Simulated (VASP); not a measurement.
# Pd in VASP: further runs, part 2 of 2

VASP 6.6.1. The steps go on from the part before.

### Step 3. Single point, revPBE

The input, INCAR:

```
SYSTEM = Pd
PREC = Accurate ; ENCUT = 520
EDIFF = 1E-6 ; ISMEAR = -1
SIGMA = 0.1 ; LREAL = .FALSE.
LASPH = .TRUE. ; NELM = 100
ALGO = Fast ; ISIF = 2
LWAVE = .FALSE. ; LCHARG = .FALSE.
GGA = RE ; NBANDS = 39
ISYM = 0
```

The input, KPOINTS:

```
Automatic mesh
0
G
  6 6 1
  0 0 0
```

The input, POSCAR:

```
Pd
1.0
   -2.7231790000      0.0000000000      0.0000000000
   -1.3302050000      2.4114260000      0.0000000000
    0.0000000000      0.0000000000    -28.5371050000
Pd
6
Direct
    0.7255572150      0.9883512909      0.9702322292
    0.4467443339      0.4301940014      0.8934374738
    0.2083119465      0.0760914911      0.8189843013
    0.7207123819      0.8714710715      0.7425108468
    0.2853219544      0.4600315332      0.6483803806
    0.8884064539      0.2552991466      0.5728067371
```

Potentials or basis: VASP PAW PBE potentials, release 64 (Pd).

Started as:

```bash
cat potpaw_PBE.64/Pd/POTCAR > POTCAR
mpirun -np 1 vasp_std > vasp.out
```

OUTCAR:

```text
SYSTEM = Pd
   PREC = Accurate
   ENCUT = 520
   EDIFF = 1E-6
   ISMEAR = -1
   LREAL = .FALSE.
   LASPH = .TRUE.
   NELM = 100
   ISIF = 2
   GGA = RE
   ISYM = 0

 ion  position               nearest neighbor table
   1  0.726  0.988  0.970-   2 2.44   2 2.85   2 2.98
   2  0.447  0.430  0.893-   1 2.44   3 2.55   3 2.64   3 2.80   1 2.85   1 2.98
   3  0.208  0.076  0.819-   4 2.50   2 2.55   2 2.64   4 2.75   2 2.80   4 2.92
   4  0.721  0.871  0.743-   3 2.50   3 2.75   3 2.92   5 3.03   5 3.06   5 3.35
   5  0.285  0.460  0.648-   6 2.59   6 2.60   6 2.89   4 3.03   4 3.06   4 3.35
   6  0.888  0.255  0.573-   5 2.59   5 2.60   5 2.89

IMPORTANT INFORMATION: All symmetrisations will be switched off!
NOSYMM: (Re-)initialisation of all symmetry stuff for point group C_1.

----------------------------------------------------------------------------------------

                                     Primitive cell

  volume of cell :     187.3959

  direct lattice vectors                    reciprocal lattice vectors
    -2.723179000  0.000000000  0.000000000    -0.367217873 -0.202566884  0.000000000
    -1.330205000  2.411426000  0.000000000     0.000000000  0.414692385  0.000000000
     0.000000000  0.000000000-28.537105000     0.000000000  0.000000000 -0.035042097

  length of vectors
     2.723179000  2.753982697 28.537105000     0.419383248  0.414692385  0.035042097

  position of ions in fractional coordinates (direct lattice)
     0.725557215  0.988351291  0.970232229
     0.446744334  0.430194001  0.893437474
     0.208311946  0.076091491  0.818984301
     0.720712382  0.871471071  0.742510847
     0.285321954  0.460031533  0.648380381
     0.888406454  0.255299147  0.572806737

  ion indices of the primitive-cell ions
   primitive index   ion index
                 1           1
                 2           2
                 3           3
                 4           4
[... 89 lines left out ...]
     AMIX_MAG =   1.60;   BMIX_MAG =  1.00
  volume/ion in A,a.u.               =      31.23       210.77
  Fermi-wavevector in a.u.,A,eV,Ry     =   1.119967  2.116431 17.066143  1.254326
  Thomas-Fermi vector in A             =   2.256610
   LORBIT       =      0    0 simple, 1 ext, 2 COOP (PROOUT), +10 PAW based schemes
   GGA     = RE    functional components
   LHFCALC =     F    Hartree Fock is set to
   AEXX    =    0.0000 exact exchange contribution
   IVDW    =     0    specifies the selected vdW correction
   LEPSILON=     F    determine dielectric tensor
   LRPA    =     F    only Hartree local field effects (RPA)
 non-spin polarized calculation
 RMM-DIIS sequential band-by-band and
  energy-cutoff  :      520.00
  volume of cell :      187.40
 maximum number of plane-waves:      5102
   NGX = 11   NGY = 11   NGZ =107

 number of electron      60.0000001 magnetization

 Free energy of the ion-electron system (eV)
  ---------------------------------------------------
  ext. energy  EPLUGINS =         0.00000000
  ---------------------------------------------------
  free energy    TOTEN  =       -26.80727392 eV

  energy without entropy =      -26.41843059  energy(sigma->0) =      -26.61285225

 E-fermi :   2.0405     XC(G=0):  -6.8101

 val. band max:        2.0331160122   @ k =   0.0000   0.5000   0.0000
 cond. band min:       2.0528393358   @ k =   0.0000   0.1667   0.0000
 fundamental gap:      0.0197233236
 Fermi energy:         2.0405175675

 k-point     1 :       0.0000    0.0000    0.0000
  band No.  band energies     occupation
      1      -4.8672      2.00000
      2      -4.0404      2.00000
      3      -3.5928      2.00000
      4      -3.2152      2.00000
      5      -2.9450      2.00000
      6      -2.8683      2.00000
[... 829 lines left out ...]
     38       9.3198      0.00000
     39       9.6306      0.00000

------------------------ aborting loop because EDIFF is reached ----------------------------------------

  FORCE on cell =-STRESS in cart. coord.  units (eV):
  Direction    XX          YY          ZZ          XY          YZ          ZX
  --------------------------------------------------------------------------------------
  -------------------------------------------------------------------------------------
  Total        5.3877223      3.2789437      9.8876918     -0.3363195      0.1165587     -0.1416726
  in kB       46.0633737     28.0339633     84.5367337     -2.8754288      0.9965413     -1.2112574
  external PRESSURE =      52.8780236 kB  Pullay stress =       0.0000000 kB

 VOLUME and BASIS-vectors are now :
 -----------------------------------------------------------------------------
  energy-cutoff  :      520.00
  volume of cell :      187.40
      direct lattice vectors                 reciprocal lattice vectors
    -2.723179000  0.000000000  0.000000000    -0.367217873 -0.202566884  0.000000000
    -1.330205000  2.411426000  0.000000000     0.000000000  0.414692385  0.000000000
     0.000000000  0.000000000-28.537105000     0.000000000  0.000000000 -0.035042097

 POSITION                                       TOTAL-FORCE (eV/Angst)
 -----------------------------------------------------------------------------------
     -3.29053      2.38334    -27.68762        -0.052521     -0.653859     -1.539427
     -1.78881      1.03738    -25.49612        -0.301105      0.798104      0.114131
     -0.66849      0.18349    -23.37144         0.817561      0.145137      0.129110
     -3.12186      2.10149    -21.18911        -0.427892     -0.318717      1.995341
     -1.38892      1.10933    -18.50290        -0.082070      0.241806     -1.895352
     -2.75889      0.61563    -16.34625         0.046027     -0.212471      1.196197
 -----------------------------------------------------------------------------------
    total drift:                                0.000083      0.000099     -0.000190

  FREE ENERGIE OF THE ION-ELECTRON SYSTEM (eV)
  ---------------------------------------------------
  free  energy   TOTEN  =       -26.8072739170 eV

  energy  without entropy=      -26.4184305857  energy(sigma->0) =      -26.61285225
```

OSZICAR:

```text
N       E                     dE             d eps       ncg     rms          rms(c)
DAV:   1     0.392744098026E+03    0.39274E+03   -0.28780E+04  1560   0.137E+03
DAV:   2    -0.143298797872E+02   -0.40707E+03   -0.38409E+03  1723   0.306E+02
DAV:   3    -0.279490509709E+02   -0.13619E+02   -0.12616E+02  1751   0.551E+01
[... 24 lines left out ...]
RMM:  28    -0.268072638082E+02   -0.11713E-04   -0.41304E-07   892   0.170E-03    0.177E-03
RMM:  29    -0.268072703421E+02   -0.65339E-05   -0.31381E-07   671   0.135E-03    0.582E-04
RMM:  30    -0.268072720707E+02   -0.17286E-05   -0.87874E-08   478   0.105E-03    0.496E-04
RMM:  31    -0.268072737159E+02   -0.16452E-05   -0.11986E-07   532   0.113E-03    0.179E-04
RMM:  32    -0.268072739170E+02   -0.20111E-06   -0.23594E-08   371   0.970E-04
   1 F= -.26807274E+02 E0= -.26612852E+02  d E =-.388843E+00
```

stdout:

```text
POSCAR found type information on POSCAR Pd
 POSCAR found :  1 types and       6 ions
 scaLAPACK will be used
 -----------------------------------------------------------------------------
|                                                                             |
|                                                                             |
|     You enforced a specific xc type in the INCAR file but a different       |
|     I HOPE YOU KNOW WHAT YOU ARE DOING!                                     |
|                                                                             |
 -----------------------------------------------------------------------------

 LDA part: xc-table for (Slater+PW92), standard interpolation
 POSCAR, INCAR and KPOINTS ok, starting setup
 FFT: planning ... GRIDC
 FFT: planning ... GRID_SOFT
 FFT: planning ... GRID
 WAVECAR not read
 entering main loop
```

Wall time 4 min (1 thread of Intel Xeon Platinum 8488C (Sapphire Rapids), shared host); peak memory 0.33 GiB.

What came out:

```
Free energy            : -26.8073 eV
Largest force          : 2.065 eV/Å
Band gap on the k mesh : none (metal or under the smearing width)
```

Forces in eV/Å, atoms in the order of the input:
```
Pd  -0.053 -0.654 -1.539
Pd  -0.301  0.798  0.114
Pd   0.818  0.145  0.129
Pd  -0.428 -0.319  1.995
Pd  -0.082  0.242 -1.895
Pd   0.046 -0.212  1.196
```

Caveat: the k mesh is coarse (spacing up to 0.44 Å⁻¹), so the values aren't converged; the PAW data sets were made with another functional, which shifts forces and pressure a little.

### Step 4. Single point, revPBE

The input, INCAR:

```
SYSTEM = Pd
PREC = Accurate
ENCUT = 520
EDIFF = 1E-6
ISMEAR = -1
SIGMA = 0.1
LREAL = .FALSE.
LASPH = .TRUE.
NELM = 100
ALGO = Fast
ISIF = 2
LWAVE = .FALSE.
LCHARG = .TRUE.
GGA = RE
LELF = .TRUE.
LVHAR = .TRUE.
NBANDS = 39
ISYM = 0
```

The input, KPOINTS:

```
regular mesh
0
G
  6 6 1
  0 0 0
```

The input, POSCAR:

```
Pd
1.0
   -2.7231790000      0.0000000000      0.0000000000
   -1.3302050000      2.4114260000      0.0000000000
    0.0000000000      0.0000000000    -28.5371050000
Pd
6
Direct
    0.7188821260      0.0192927338      0.9812861536
    0.4694173660      0.3925030252      0.8999501176
    0.1526085811      0.0710247795      0.8190070787
    0.7620299176      0.8600201706      0.7361511618
    0.3277861449      0.4869803179      0.6494197292
    0.8443293775      0.2516183370      0.5605377280
```

Started as:

```bash
cat potpaw_PBE.64/Pd/POTCAR > POTCAR
mpirun -np 1 vasp_std > vasp.out
```

Run time: 4.2 min. Hardware: 1 thread of Intel Xeon Platinum 8488C (Sapphire Rapids), shared host; peak memory 0.32 GiB.

The run converged. Its results:

```
Free energy            : -27.3318 eV
Largest force          : 0.871 eV/Å
Band gap on the k mesh : none (metal or under the smearing width)
```

Forces on the atoms (eV/Å):
```
Pd  -0.064 -0.380 -0.782
Pd   0.006  0.452  0.691
Pd   0.038  0.039  0.128
Pd   0.081 -0.121  0.435
Pd  -0.027  0.049  0.116
Pd  -0.034 -0.039 -0.588
```

Levels at points of the mesh, in eV from the Fermi level:
```
           k point  band 28  band 29  band 30  band 31  band 32  band 33  band 34  band 35
(0.00, 0.00, 0.00)    -0.66    -0.63    -0.44    -0.38    -0.30    -0.25    -0.19    -0.04
(0.50, 0.00, 0.00)     0.31     0.40     0.49     1.88     2.88     3.08     3.47     3.62
(0.00, 0.50, 0.00)     0.30     0.36     0.46     1.76     2.53     2.81     3.64     3.94
(0.50, 0.50, 0.00)     0.35     0.43     0.52     1.84     2.57     3.38     3.73     4.45
```

Caveat: the k mesh is coarse (spacing up to 0.44 Å⁻¹), so the values aren't converged; the PAW data sets were made with another functional, which shifts forces and pressure a little.
